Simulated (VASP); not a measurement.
# Si (Fd-3m) in VASP: notebook

Runs on Si. Level: PBE. Tasks: single point.

All numbers are computed with VASP 6.6.1; they aren't measurements. Logs are shortened: lines on timing, memory, paths and dates and some standing lists are left out, and cuts for length are marked.

**1. The undisturbed crystal**

Symmetry: Fd-3m, No. 227, cubic system. Conventional cell: a = 5.444 Å, b = 5.444 Å, c = 5.444 Å, α = 90.00°, β = 90.00°, γ = 90.00°. Si (site symmetry -43m) has 4 Si at 2.36 Å as nearest neighbours.

**2. Single point, PBE (grid = ENCUT=500 dk=0.45 cell=2x2x2 ISMEAR=0 SIGMA=0.05 LREAL=Auto EDIFF=1e-06)**

Contents of INCAR:

```
PREC = Accurate
ENCUT = 500
EDIFF = 1E-6
ISMEAR = 0
SIGMA = 0.05
LREAL = Auto
LASPH = True
NELM = 120
ALGO = Fast
ISIF = 2
LWAVE = False
LCHARG = False
GGA = PE
NBANDS = 40
```

Contents of KPOINTS:

```
regular mesh
0
Gamma
  3 3 3
```

Contents of POSCAR:

```
Si
1.0
    0.0000000000      5.4437023730      5.4437023730
    5.4437023730      0.0000000000      5.4437023730
    5.4437023730      5.4437023730      0.0000000000
Si
16
Direct
    0.2500000000      0.2500000000      0.2500000000
    0.2500000000      0.2500000000      0.7500000000
    0.2500000000      0.7500000000      0.2500000000
    0.2500000000      0.7500000000      0.7500000000
    0.7500000000      0.2500000000      0.2500000000
    0.7500000000      0.2500000000      0.7500000000
    0.7500000000      0.7500000000      0.2500000000
    0.7500000000      0.7500000000      0.7500000000
    0.3750000000      0.3750000000      0.3750000000
    0.3750000000      0.3750000000      0.8750000000
    0.3750000000      0.8750000000      0.3750000000
    0.3750000000      0.8750000000      0.8750000000
    0.8750000000      0.3750000000      0.3750000000
    0.8750000000      0.3750000000      0.8750000000
    0.8750000000      0.8750000000      0.3750000000
    0.8750000000      0.8750000000      0.8750000000
```

Potentials or basis: VASP PAW PBE potentials, release 64 (Si).

Launch:

```
$ cat potpaw_PBE.64/Si/POTCAR > POTCAR
$ mpirun -np 1 vasp_std > vasp.out
```

OUTCAR:

```text
PREC = Accurate
   ENCUT = 500
   EDIFF = 1E-6
   ISMEAR = 0
   LREAL = Auto
   LASPH = True
   NELM = 120
   ISIF = 2
   GGA = PE

 Found      4 irreducible k-points:

 Following reciprocal coordinates:
            Coordinates               Weight
  0.000000  0.000000  0.000000      1.000000
  0.333333  0.000000  0.000000      8.000000
  0.333333  0.333333  0.000000      6.000000
 -0.333333  0.333333  0.000000     12.000000
   k-points           NKPTS =      4   k-points in BZ     NKDIM =      4   number of bands    NBANDS=     40
   number of dos      NEDOS =    301   number of ions     NIONS =     16
   total plane-waves  NPLWV = 175616
   dimension x,y,z NGX =    56 NGY =   56 NGZ =   56
   dimension x,y,z NGXF=   112 NGYF=  112 NGZF=  112
   ions per type =              16
   NGX,Y,Z   is equivalent  to a cutoff of  12.09, 12.09, 12.09 a.u.
   NGXF,Y,Z  is equivalent  to a cutoff of  24.19, 24.19, 24.19 a.u.
 SYSTEM =  unknown system
   PREC   = accura    normal or accurate (medium, high low for compatibility)
   ISTART =      0    job   : 0-new  1-cont  2-samecut
   ICHARG =      2    charge: 1-file 2-atom 10-const
   ISPIN  =      1    spin polarized calculation?
   LNONCOLLINEAR =      F non collinear calculations
   LSORBIT =      F    spin-orbit coupling
   LASPH  =      T    aspherical Exc in radial PAW
   ENCUT  =  500.0 eV  36.75 Ry    6.06 a.u.  14.04 14.04 14.04*2*pi/ulx,y,z
   NELM   =    120;   NELMIN=  2; NELMDL= -5     # of ELM steps
   EDIFF  = 0.1E-05   stopping-criterion for ELM
   LREAL  =      T    real-space projection
   EDIFFG = 0.1E-04   stopping-criterion for IOM
   NSW    =      0    number of steps for IOM
   IBRION =     -1    ionic relax: 0-MD 1-quasi-New 2-CG
   NFREE  =      0    steps in history (QN), initial steepest desc. (CG)
   ISIF   =      2    stress and relaxation
   ISYM   =      2    0-nonsym 1-usesym 2-fastsym
   POTIM  = 0.5000    time-step for ionic-motion
   TEBEG  =    0.0;   TEEND  =   0.0 temperature during run
   PSTRESS=    0.0 pullay stress
   NELECT =      64.0000    total number of electrons
   NUPDOWN=      -1.0000    fix difference up-down
   EMIN   =  10.00;   EMAX   =-10.00  energy-range for DOS
   EFERMI =   0.00;   METHOD = LEGACY
   ISMEAR =     0;   SIGMA  =   0.05  broadening in eV -4-tet -1-fermi 0-gaus
   EFERMI_NEDOS =   21; number of points for ismear=-14 and -15
   IALGO  =     68    algorithm
   IMIX   =      4    mixing-type and parameters
     AMIX     =   0.40;   BMIX     =  1.00
     AMIX_MAG =   1.60;   BMIX_MAG =  1.00
  volume/ion in A,a.u.               =      20.16       136.08
  Fermi-wavevector in a.u.,A,eV,Ry     =   0.954766  1.804247 12.402783  0.911579
  Thomas-Fermi vector in A             =   2.083543
   LORBIT       =      0    0 simple, 1 ext, 2 COOP (PROOUT), +10 PAW based schemes
   GGA     = PE    functional components
   LHFCALC =     F    Hartree Fock is set to
   AEXX    =    0.0000 exact exchange contribution
   IVDW    =     0    specifies the selected vdW correction
   LEPSILON=     F    determine dielectric tensor
   LRPA    =     F    only Hartree local field effects (RPA)
 non-spin polarized calculation
 RMM-DIIS sequential band-by-band and
 Gauss-broadening in eV      SIGMA  =   0.05
  energy-cutoff  :      500.00
  volume of cell :      322.64
 maximum number of plane-waves:      8216
   NGX = 29   NGY = 29   NGZ = 29

 number of electron      64.0000004 magnetization

 Free energy of the ion-electron system (eV)
  ---------------------------------------------------
  ext. energy  EPLUGINS =         0.00000000
  ---------------------------------------------------
  free energy    TOTEN  =       -86.59790287 eV

  energy without entropy =      -86.59790287  energy(sigma->0) =      -86.59790287

 E-fermi :   5.9859     XC(G=0):  -9.3760

 val. band max:        5.7618338952   @ k =   0.0000   0.0000   0.0000
 cond. band min:       6.4835269018   @ k =   0.0000   0.0000   0.0000
 fundamental gap:      0.7216930066
 Fermi energy:         5.9858538358

 k-point     1 :       0.0000    0.0000    0.0000
  band No.  band energies     occupation
      1      -6.1482      2.00000
      2      -3.8345      2.00000
      3      -3.8345      2.00000
      4      -3.8345      2.00000
      5      -3.8345      2.00000
      6      -2.0293      2.00000
      7      -2.0293      2.00000
      8      -2.0293      2.00000
      9      -2.0293      2.00000
     10      -2.0293      2.00000
     11      -2.0293      2.00000
     12      -1.1722      2.00000
     13      -1.1722      2.00000
     14      -1.1722      2.00000
     15      -1.1722      2.00000
     16       2.9300      2.00000
     17       2.9300      2.00000
     18       2.9300      2.00000
     19       2.9300      2.00000
     20       2.9300      2.00000
     21       2.9300      2.00000
     22       4.5706      2.00000
     23       4.5706      2.00000
     24       4.5706      2.00000
     25       4.5706      2.00000
     26       4.5706      2.00000
     27       4.5706      2.00000
     28       4.5706      2.00000
     29       4.5706      2.00000
     30       5.7618      2.00000
     31       5.7618      2.00000
     32       5.7618      2.00000
     33       6.4835      0.00000
     34       6.4835      0.00000
     35       6.4835      0.00000
     36       6.4835      0.00000
     37       6.4835      0.00000
     38       6.4835      0.00000
     39       7.2757      0.00000
     40       7.2757      0.00000

 k-point     2 :       0.3333    0.0000    0.0000
  band No.  band energies     occupation
      1      -5.7892      2.00000
      2      -4.7804      2.00000
      3      -3.6750      2.00000
      4      -3.6750      2.00000
      5      -3.6750      2.00000
      6      -3.0996      2.00000
      7      -3.0996      2.00000
      8      -3.0996      2.00000
      9      -0.8145      2.00000
     10      -0.8145      2.00000
     11      -0.8145      2.00000
     12      -0.7855      2.00000
     13      -0.7855      2.00000
     14      -0.7855      2.00000
     15       0.4508      2.00000
     16       2.1584      2.00000
     17       2.1584      2.00000
     18       2.1584      2.00000
     19       3.0010      2.00000
     20       3.0010      2.00000
     21       3.0010      2.00000
     22       3.2261      2.00000
     23       3.2261      2.00000
     24       3.2261      2.00000
     25       3.3879      2.00000
     26       3.9981      2.00000
     27       3.9981      2.00000
     28       3.9981      2.00000
     29       4.7679      2.00000
     30       4.7679      2.00000
     31       5.3148      2.00000
     32       5.3148      2.00000
     33       6.8340      0.00000
     34       6.8340      0.00000
     35       6.8340      0.00000
     36       7.5013      0.00000
     37       7.8014      0.00000
     38       7.8014      0.00000
     39       7.8014      0.00000
     40       8.0914      0.00000

 k-point     3 :       0.3333    0.3333    0.0000
  band No.  band energies     occupation
      1      -5.6670      2.00000
      2      -4.2555      2.00000
      3      -4.0565      2.00000
      4      -4.0565      2.00000
      5      -4.0565      2.00000
      6      -4.0565      2.00000
      7      -1.9117      2.00000
      8      -1.9117      2.00000
      9      -1.9117      2.00000
     10      -1.9117      2.00000
     11      -0.2202      2.00000
     12      -0.2202      2.00000
     13      -0.2202      2.00000
     14      -0.2202      2.00000
     15       0.7598      2.00000
     16       2.1462      2.00000
     17       2.1462      2.00000
     18       2.1462      2.00000
     19       2.1462      2.00000
     20       2.7338      2.00000
     21       2.7338      2.00000
     22       2.7338      2.00000
     23       2.7338      2.00000
     24       3.3619      2.00000
     25       3.3619      2.00000
     26       3.7199      2.00000
     27       4.4733      2.00000
     28       4.4733      2.00000
     29       4.4733      2.00000
     30       4.4733      2.00000
     31       4.5785      2.00000
     32       4.5785      2.00000
     33       6.4976      0.00000
     34       7.4682      0.00000
     35       7.7612      0.00000
     36       8.2040      0.00000
     37       8.2040      0.00000
     38       8.2045      0.00000
     39       8.2071      0.00000
     40       8.5096      0.00000

 k-point     4 :      -0.3333    0.3333    0.0000
  band No.  band energies     occupation
      1      -5.2046      2.00000
      2      -4.8568      2.00000
      3      -4.8568      2.00000
      4      -3.8734      2.00000
      5      -3.8734      2.00000
      6      -2.9066      2.00000
      7      -2.8969      2.00000
      8      -2.8969      2.00000
      9      -1.0582      2.00000
     10      -1.0582      2.00000
     11      -0.9875      2.00000
     12       0.1320      2.00000
     13       0.1320      2.00000
     14       1.3384      2.00000
     15       1.3384      2.00000
     16       1.3842      2.00000
     17       1.7816      2.00000
     18       1.7816      2.00000
     19       2.0530      2.00000
     20       2.2197      2.00000
     21       2.2197      2.00000
     22       3.0226      2.00000
     23       3.0226      2.00000
     24       3.3683      2.00000
     25       3.4849      2.00000
     26       3.4849      2.00000
     27       3.6652      2.00000
     28       3.7804      2.00000
     29       3.7804      2.00000
     30       4.0288      2.00000
     31       4.0288      2.00000
     32       5.2001      2.00000
     33       7.3339      0.00000
     34       7.7264      0.00000
     35       7.7264      0.00000
     36       8.6107      0.00000
     37       8.6107      0.00000
     38       8.7813      0.00000
     39       9.1222      0.00000
     40       9.1424      0.00000

------------------------ aborting loop because EDIFF is reached ----------------------------------------

  FORCE on cell =-STRESS in cart. coord.  units (eV):
  Direction    XX          YY          ZZ          XY          YZ          ZX
  --------------------------------------------------------------------------------------
  -------------------------------------------------------------------------------------
  Total        2.6798999      2.6798999      2.6798999      0.0000000     -0.0000000     -0.0000000
  in kB       13.3080998     13.3080998     13.3080998      0.0000000     -0.0000000     -0.0000000
  external PRESSURE =      13.3080998 kB  Pullay stress =       0.0000000 kB

 VOLUME and BASIS-vectors are now :
 -----------------------------------------------------------------------------
  energy-cutoff  :      500.00
  volume of cell :      322.64
      direct lattice vectors                 reciprocal lattice vectors
     0.000000000  5.443702373  5.443702373    -0.091849254  0.091849254  0.091849254
     5.443702373  0.000000000  5.443702373     0.091849254 -0.091849254  0.091849254
     5.443702373  5.443702373  0.000000000     0.091849254  0.091849254 -0.091849254

 POSITION                                       TOTAL-FORCE (eV/Angst)
 -----------------------------------------------------------------------------------
      2.72185      2.72185      2.72185        -0.000000     -0.000000     -0.000000
      5.44370      5.44370      2.72185        -0.000000     -0.000000     -0.000000
      5.44370      2.72185      5.44370        -0.000000     -0.000000     -0.000000
      8.16555      5.44370      5.44370        -0.000000     -0.000000     -0.000000
      2.72185      5.44370      5.44370        -0.000000     -0.000000     -0.000000
      5.44370      8.16555      5.44370        -0.000000     -0.000000     -0.000000
      5.44370      5.44370      8.16555        -0.000000     -0.000000     -0.000000
      8.16555      8.16555      8.16555        -0.000000     -0.000000     -0.000000
      4.08278      4.08278      4.08278         0.000000      0.000000      0.000000
      6.80463      6.80463      4.08278         0.000000      0.000000      0.000000
      6.80463      4.08278      6.80463         0.000000      0.000000      0.000000
      9.52648      6.80463      6.80463         0.000000      0.000000      0.000000
      4.08278      6.80463      6.80463         0.000000      0.000000      0.000000
      6.80463      9.52648      6.80463         0.000000      0.000000      0.000000
      6.80463      6.80463      9.52648         0.000000      0.000000      0.000000
      9.52648      9.52648      9.52648         0.000000      0.000000      0.000000
 -----------------------------------------------------------------------------------
    total drift:                               -0.000000     -0.000000      0.000000

  FREE ENERGIE OF THE ION-ELECTRON SYSTEM (eV)
  ---------------------------------------------------
  free  energy   TOTEN  =       -86.5979028694 eV

  energy  without entropy=      -86.5979028694  energy(sigma->0) =      -86.59790287
```

It took 65 s on 1 thread of Intel Xeon Platinum 8488C (Sapphire Rapids), shared host; peak memory 0.38 GiB.

The run converged, but some of its settings lie outside the range that counts as converged, so its numbers aren't taken as properties of the crystal.

Results:

```
Free energy            : -86.5979 eV
Pressure               : 1.3 GPa
Band gap on the k mesh : 0.72 eV
```

Caveat: an odd mesh through Γ misses points on the zone boundary, where band edges often lie.

**3. Single point, PBE (grid = ENCUT=600 dk=0.45 cell=2x2x2 ISMEAR=0 SIGMA=0.05 LREAL=Auto EDIFF=1e-06)**

INCAR: that of step 2 with these lines changed.

```diff
@@ -1,3 +1,3 @@
 PREC = Accurate
-ENCUT = 500
+ENCUT = 600
 EDIFF = 1E-6
```

KPOINTS is that of step 2.

POSCAR is that of step 2.

Potentials or basis: VASP PAW PBE potentials, release 64 (Si).

Launch:

```
$ cat potpaw_PBE.64/Si/POTCAR > POTCAR
$ mpirun -np 1 vasp_std > vasp.out
```

It took 94 s on 1 thread of Intel Xeon Platinum 8488C (Sapphire Rapids), shared host; peak memory 0.53 GiB.

The run converged, but some of its settings lie outside the range that counts as converged, so its numbers aren't taken as properties of the crystal.

What came out:

| Item | Value |
| --- | --- |
| Free energy | -86.5970 eV |
| Pressure | 1.3 GPa |
| Band gap on the k mesh | 0.72 eV |

Caveat: an odd mesh through Γ misses points on the zone boundary, where band edges often lie.
